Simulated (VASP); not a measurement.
A run of VASP 6.6.1:

Contents of INCAR:

```
  ALGO = Normal
  CSHIFT = 0.1
  EDIFF = 1E-6
  ENCUT = 520
  GGA = PE
  ISIF = 2
  ISMEAR = 0
  KPAR = 2
  LASPH = True
  LCHARG = False
  LOPTICS = True
  LREAL = False
  LWAVE = False
  NBANDS = 46
  NEDOS = 2000
  NELM = 80
  PREC = Accurate
  SIGMA = 0.03
```

KPOINTS

```
k-points
0
Gamma
  9 9 4
```

The input POSCAR:

```
PbI2                                    
1.0
    4.5376270973     -0.0000000000      0.0000000000
   -2.2688135486      3.9297003392      0.0000000000
   -0.0000000000      0.0000000000      7.0703699368
  Pb              I             
     1     2
Direct
     0.0000000000000000    0.0000000000000000    0.0000000000000000
     0.3333333332999970    0.6666666667000030    0.2638301657333840
     0.6666666667000030    0.3333333332999970    0.7361698342666161
```

Potentials or basis: VASP PAW PBE potentials, release 64 (Pb_d, I).

The run is started by

```sh
$ cat potpaw_PBE.64/Pb_d/POTCAR potpaw_PBE.64/I/POTCAR > POTCAR
$ mpirun -np 2 vasp_std > vasp.out
```

Hardware: 2 MPI ranks on Intel(R) Xeon(R) 6975P-C (Granite Rapids), with other jobs on the host.

Problem. How long does it take, and how much memory?

Solution. Run time: 39 s on 2 MPI ranks on Intel(R) Xeon(R) 6975P-C (Granite Rapids) (shared host), peak memory 0.53 GiB a rank. Counts: scf iterations 12, k points 43.
